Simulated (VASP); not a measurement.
# BN (Qingsongite) (F-43m) in VASP: further runs, part 2 of 2

VASP 6.6.1. The steps go on from the part before.

## 3. Single point, r2SCAN

This run uses another cell than the first one, of 5.88 Å³/atom, 1.042 times its volume.

Input file POSCAR:

```
BN
1.0
    0.0000000000      1.8044216300      1.8044216300
    1.8044216300      0.0000000000      1.8044216300
    1.8044216300      1.8044216300      0.0000000000
B N
1 1
Direct
    0.0000000000      0.0000000000      0.0000000000
    0.2500000000      0.2500000000      0.2500000000
```

Input file INCAR.step1:

```
PREC     = Accurate       # precision mode
ENCUT    = 910            # plane-wave cutoff, eV
ISMEAR   = -1             # smearing method
SIGMA    = 0.02           # smearing width, eV
LREAL    = False          # projectors in reciprocal space
LASPH    = True           # aspherical terms in the spheres
NELM     = 120            # most SCF steps
NBANDS   = 11             # bands
GGA      = PE             # functional
ALGO     = Normal         # electronic algorithm
EDIFF    = 1E-5           # SCF threshold, eV
LWAVE    = True           # write WAVECAR
LCHARG   = False          # write CHGCAR
GGA_COMPAT= False
```

Input file INCAR.step2:

```
PREC     = Accurate       # precision mode
ENCUT    = 910            # plane-wave cutoff, eV
EDIFF    = 1E-6           # SCF threshold, eV
ISMEAR   = -1             # smearing method
SIGMA    = 0.02           # smearing width, eV
LREAL    = False          # projectors in reciprocal space
LASPH    = True           # aspherical terms in the spheres
NELM     = 120            # most SCF steps
ALGO     = Normal         # electronic algorithm
ISIF     = 2              # what is computed and relaxed
LWAVE    = False          # write WAVECAR
LCHARG   = False          # write CHGCAR
METAGGA  = R2SCAN         # meta-GGA
LMIXTAU  = True         
NBANDS   = 11             # bands
ISTART   = 1            
GGA_COMPAT= False
```

Input file KPOINTS:

```
Automatic mesh
0
Gamma
  14 14 14
```

Potentials or basis: VASP PAW PBE potentials, release 64 (B_h, N_h).

Started as:

```
cat potpaw_PBE.64/B_h/POTCAR potpaw_PBE.64/N_h/POTCAR > POTCAR
cp INCAR.step1 INCAR
mpirun -np 1 vasp_std > vasp.out
cp INCAR.step2 INCAR
mpirun -np 1 vasp_std > vasp.out
```

OUTCAR:

```text
PREC = Accurate
   ENCUT = 910
   EDIFF = 1E-6
   ISMEAR = -1
   LREAL = False
   LASPH = True
   NELM = 120
   ISIF = 2
   METAGGA = R2SCAN
   ISTART = 1

 ion  position               nearest neighbor table
   1  0.000  0.000  0.000-
   2  0.250  0.250  0.250-

  LATTYP: Found a face centered cubic cell.
 ALAT       =     3.6088432600

  Lattice vectors:

 A1 = (   0.0000000000,   1.8044216300,   1.8044216300)
 A2 = (   1.8044216300,   0.0000000000,   1.8044216300)
 A3 = (   1.8044216300,   1.8044216300,   0.0000000000)

Analysis of symmetry for initial positions (statically):
=====================================================================
 Subroutine PRICEL returns:
 Original cell was already a primitive cell.

 Routine SETGRP: Setting up the symmetry group for a
 face centered cubic supercell.

 Subroutine GETGRP returns: Found 24 space group operations
 (whereof 24 operations were pure point group operations)
 out of a pool of 48 trial point group operations.

The static configuration has the point symmetry T_d .

Analysis of symmetry for dynamics (positions and initial velocities):
=====================================================================
 Subroutine PRICEL returns:
 Original cell was already a primitive cell.

 Routine SETGRP: Setting up the symmetry group for a
 face centered cubic supercell.

 Subroutine GETGRP returns: Found 24 space group operations
 (whereof 24 operations were pure point group operations)
 out of a pool of 48 trial point group operations.

The dynamic configuration has the point symmetry T_d .

 Subroutine INISYM returns: Found 24 space group operations
 (whereof 24 operations are pure point group operations),
 and found     1 'primitive' translations

----------------------------------------------------------------------------------------
[... 117 lines left out ...]
   LORBIT       =      0    0 simple, 1 ext, 2 COOP (PROOUT), +10 PAW based schemes
   METAGGA = R2SCAN    functional components
   LHFCALC =     F    Hartree Fock is set to
   AEXX    =    0.0000 exact exchange contribution
   IVDW    =     0    specifies the selected vdW correction
   LEPSILON=     F    determine dielectric tensor
   LRPA    =     F    only Hartree local field effects (RPA)
 non-spin polarized calculation
  energy-cutoff  :      910.00
  volume of cell :       11.75
 maximum number of plane-waves:       754
 NGX is ok and might be reduce to    28
   NGX = 13   NGY = 13   NGZ = 13

 number of electron       8.0000000 magnetization

 Free energy of the ion-electron system (eV)
  ---------------------------------------------------
  ext. energy  EPLUGINS =         0.00000000
  ---------------------------------------------------
  free energy    TOTEN  =       -19.19980757 eV

  energy without entropy =      -19.19980757  energy(sigma->0) =      -19.19980757

 E-fermi :   9.3565     XC(G=0): -13.7842

 val. band max:        8.9959350277   @ k =   0.0000   0.0000   0.0000
 cond. band min:      13.9942858717   @ k =   0.5000   0.5000   0.0000
 fundamental gap:      4.9983508440
 Fermi energy:         9.3565094580

 k-point     1 :       0.0000    0.0000    0.0000
  band No.  band energies     occupation
      1     -12.3478      2.00000
      2       8.9959      2.00000
      3       8.9959      2.00000
      4       8.9959      2.00000
      5      18.5706      0.00000
      6      18.5706      0.00000
      7      18.5706      0.00000
      8      20.1473      0.00000
      9      35.2406      0.00000
     10      37.7615      0.00000
     11      37.7615      0.00000
[... 309 lines left out ...]
 k-point    24 :       0.2857    0.1429    0.0000
  band No.  band energies     occupation
      1     -10.5171      2.00000
      2       3.7161      2.00000
      3       6.5577      2.00000
      4       7.0520      2.00000
      5      17.9640      0.00000
      6      21.5359      0.00000
      7      22.1003      0.00000
      8      22.7469      0.00000
      9      29.4790      0.00000
     10      36.8480      0.00000
     11      37.6141      0.00000

 [... further k-points ...]

------------------------ aborting loop because EDIFF is reached ----------------------------------------

  FORCE on cell =-STRESS in cart. coord.  units (eV):
  Direction    XX          YY          ZZ          XY          YZ          ZX
  --------------------------------------------------------------------------------------
  -------------------------------------------------------------------------------------
  Total       -0.0204945     -0.0204945     -0.0204945     -0.0000000     -0.0000000      0.0000000
  in kB       -2.7944983     -2.7944983     -2.7944983     -0.0000000     -0.0000000      0.0000000
  external PRESSURE =      -2.7944983 kB  Pullay stress =       0.0000000 kB

 VOLUME and BASIS-vectors are now :
 -----------------------------------------------------------------------------
  energy-cutoff  :      910.00
  volume of cell :       11.75
      direct lattice vectors                 reciprocal lattice vectors
     0.000000000  1.804421630  1.804421630    -0.277097100  0.277097100  0.277097100
     1.804421630  0.000000000  1.804421630     0.277097100 -0.277097100  0.277097100
     1.804421630  1.804421630  0.000000000     0.277097100  0.277097100 -0.277097100

 POSITION                                       TOTAL-FORCE (eV/Angst)
 -----------------------------------------------------------------------------------
      0.00000      0.00000      0.00000        -0.000000     -0.000000     -0.000000
      0.90221      0.90221      0.90221         0.000000      0.000000      0.000000
 -----------------------------------------------------------------------------------
    total drift:                                0.000000      0.000000      0.000000

  FREE ENERGIE OF THE ION-ELECTRON SYSTEM (eV)
  ---------------------------------------------------
  free  energy   TOTEN  =       -19.1998075661 eV

  energy  without entropy=      -19.1998075661  energy(sigma->0) =      -19.19980757
```

OUTCAR.step1:

```text
PREC = Accurate
   ENCUT = 910
   ISMEAR = -1
   LREAL = False
   LASPH = True
[... 557 lines left out ...]
      0.00000      0.00000      0.00000        -0.000000     -0.000000     -0.000000
      0.90221      0.90221      0.90221         0.000000      0.000000      0.000000
 -----------------------------------------------------------------------------------
    total drift:                               -0.000000     -0.000000     -0.000000

  FREE ENERGIE OF THE ION-ELECTRON SYSTEM (eV)
  ---------------------------------------------------
  free  energy   TOTEN  =       -17.4668158442 eV

  energy  without entropy=      -17.4668158442  energy(sigma->0) =      -17.46681584
```

Wall time 1.7 min (1 thread of Intel Xeon Platinum 8259CL at 2.50GHz (Skylake/Cascade Lake), shared host); peak memory 0.17 GiB.

What came out:

* Free energy: -19.1998 eV
* Pressure: -0.3 GPa
* Band gap on the k mesh: 5.00 eV, indirect (least direct gap 9.57 eV)

Caveat: the cutoff is under 1.25 times the usual one of these potentials, so pressure, stress and relaxed cells hold a basis-set (Pulay) error; the PAW data sets were made with another functional, which shifts forces and pressure a little.

## 4. Single point, r2SCAN

This run uses another cell than the first one, of 5.88 Å³/atom, 1.042 times its volume.

POSCAR is that of step 3.

Input file INCAR.step1:

```
SYSTEM = BN
PREC = Accurate ; ENCUT = 910
ISMEAR = -1 ; SIGMA = 0.02
LREAL = .FALSE. ; LASPH = .TRUE.
NELM = 120 ; NBANDS = 11
GGA = PE ; ALGO = Normal
EDIFF = 1E-5 ; LWAVE = .TRUE.
LCHARG = .FALSE. ; GGA_COMPAT = .FALSE.
```

Input file INCAR.step2:

```
SYSTEM = BN
PREC = Accurate ; ENCUT = 910
EDIFF = 1E-6 ; ISMEAR = -1
SIGMA = 0.02 ; LREAL = .FALSE.
LASPH = .TRUE. ; NELM = 120
ALGO = Normal ; ISIF = 2
LWAVE = .FALSE. ; LCHARG = .FALSE.
METAGGA = R2SCAN ; LMIXTAU = .TRUE.
NBANDS = 11 ; ISTART = 1
GGA_COMPAT = .FALSE.
```

Input file KPOINTS:

```
Automatic mesh
0
G
  14 14 14
  0 0 0
```

Started as:

```
cat potpaw_PBE.64/B_h/POTCAR potpaw_PBE.64/N_h/POTCAR > POTCAR
cp INCAR.step1 INCAR
mpirun -np 1 vasp_std > vasp.out
cp INCAR.step2 INCAR
mpirun -np 1 vasp_std > vasp.out
```

Run time: 3 min. Hardware: 1 thread of AMD EPYC 7R43 (Zen 3), shared host; peak memory 0.14 GiB.

It converged, with:

```yaml
Free_energy: -19.1998 eV
Pressure: -0.3 GPa
Band_gap_on_the_k_mesh: 5.00 eV, indirect (least direct gap 9.57 eV)
```

Levels at points of the mesh, in eV from the valence-band top:
```csv
k point,band 1,band 2,band 3,band 4,band 5,band 6,band 7,band 8,band 9
"(0.00, 0.00, 0.00)",-21.34,0.00,0.00,0.00,9.57,9.57,9.57,11.15,26.24
"(0.50, 0.00, 0.00)",-17.03,-11.12,-2.02,-2.02,10.85,11.52,11.52,16.47,24.97
"(0.50, 0.50, 0.00)",-15.60,-9.35,-5.11,-5.11,5.00,9.85,19.37,19.37,22.29
```

Caveat: the cutoff is under 1.25 times the usual one of these potentials, so pressure, stress and relaxed cells hold a basis-set (Pulay) error; the PAW data sets were made with another functional, which shifts forces and pressure a little.

## 5. Single point, r2SCAN

This run uses another cell than the first one, of 5.76 Å³/atom, 1.021 times its volume.

Input file POSCAR:

```
BN
1.0
    0.0000000000      1.7923110500      1.7923110500
    1.7923110500      0.0000000000      1.7923110500
    1.7923110500      1.7923110500      0.0000000000
B N
1 1
Direct
    0.0000000000      0.0000000000      0.0000000000
    0.2500000000      0.2500000000      0.2500000000
```

Input file INCAR.step1:

```
SYSTEM = BN
ALGO = Normal ; EDIFF = 1E-5
ENCUT = 910 ; GGA = PE
GGA_COMPAT = .FALSE. ; ISMEAR = -1
LASPH = .TRUE. ; LCHARG = .FALSE.
LREAL = .FALSE. ; LWAVE = .TRUE.
NBANDS = 11 ; NELM = 120
PREC = Accurate ; SIGMA = 0.02
```

Input file INCAR.step2:

```
SYSTEM = BN
ALGO = Normal ; EDIFF = 1E-6
ENCUT = 910 ; GGA_COMPAT = .FALSE.
ISIF = 2 ; ISMEAR = -1
ISTART = 1 ; LASPH = .TRUE.
LCHARG = .TRUE. ; LELF = .TRUE.
LMIXTAU = .TRUE. ; LREAL = .FALSE.
LVHAR = .TRUE. ; LWAVE = .FALSE.
METAGGA = R2SCAN ; NBANDS = 11
NELM = 120 ; PREC = Accurate
SIGMA = 0.02
```

Input file KPOINTS:

```
k-points
0
G
  14 14 14
  0 0 0
```

Started as:

```
cat potpaw_PBE.64/B_h/POTCAR potpaw_PBE.64/N_h/POTCAR > POTCAR
cp INCAR.step1 INCAR
mpirun -np 1 vasp_std > vasp.out
cp INCAR.step2 INCAR
mpirun -np 1 vasp_std > vasp.out
```

It took 63 s on 1 thread of Intel Xeon 6975P-C (Granite Rapids), shared host; peak memory 0.17 GiB.

It converged, with:

```
Free energy            : -19.1937 eV
Pressure               : 7.9 GPa
Band gap on the k mesh : 5.02 eV, indirect (least direct gap 9.68 eV)
```

Levels at points of the mesh, in eV from the valence-band top:
```
           k point  band 1  band 2  band 3  band 4  band 5  band 6  band 7  band 8  band 9
(0.00, 0.00, 0.00)  -21.58    0.00    0.00    0.00    9.68    9.68    9.68   11.50   26.65
(0.50, 0.00, 0.00)  -17.16  -11.31   -2.06   -2.06   11.13   11.63   11.63   16.69   25.28
(0.50, 0.50, 0.00)  -15.71   -9.48   -5.22   -5.22    5.02    9.97   19.70   19.70   22.66
```

Caveat: the cutoff is under 1.25 times the usual one of these potentials, so pressure, stress and relaxed cells hold a basis-set (Pulay) error; the PAW data sets were made with another functional, which shifts forces and pressure a little. r2SCAN opens gaps a little over a GGA but as a rule still falls short of measured ones.

## 6. Overview

| cell | gap on the mesh (eV) | pressure (GPa) |
| --- | --- | --- |
| a = 2.517 Å, angles 60.0°, 2 atoms | 5.05 | 16.9 |
| a = 2.552 Å, angles 60.0°, 2 atoms | 5.00 | -0.3 |
| a = 2.535 Å, angles 60.0°, 2 atoms | 5.02 | 7.9 |

Alike in all rows: task single point; level r2SCAN; potentials or basis VASP PAW PBE potentials, release 64 (B_h, N_h); no spin polarisation; k mesh 14 × 14 × 14; cutoff (eV) 910; smearing fermi-dirac 0.02 eV.

Caveats: the cutoff is under 1.25 times the usual one of these potentials, so pressure, stress and relaxed cells hold a basis-set (Pulay) error; the PAW data sets were made with another functional, which shifts forces and pressure a little.

Absolute energies hang on the potentials; compare differences alone.

## 7. Comparison with measurements

Step 3. Measured gap of BN: 6.4 eV (indirect; 300 K; a printed reference work, monograph). This calculation gives 5.00 eV (-1.40 eV). The value is that of r2SCAN on a finite k mesh, which can miss the band edges, without temperature or zero-point motion.

Step 4. A measured gap of BN is 6.4 eV (indirect; 300 K; a printed reference work, monograph); the calculated 5.00 eV misses it by -1.40 eV. The value is that of r2SCAN on a finite k mesh, which can miss the band edges, without temperature or zero-point motion.
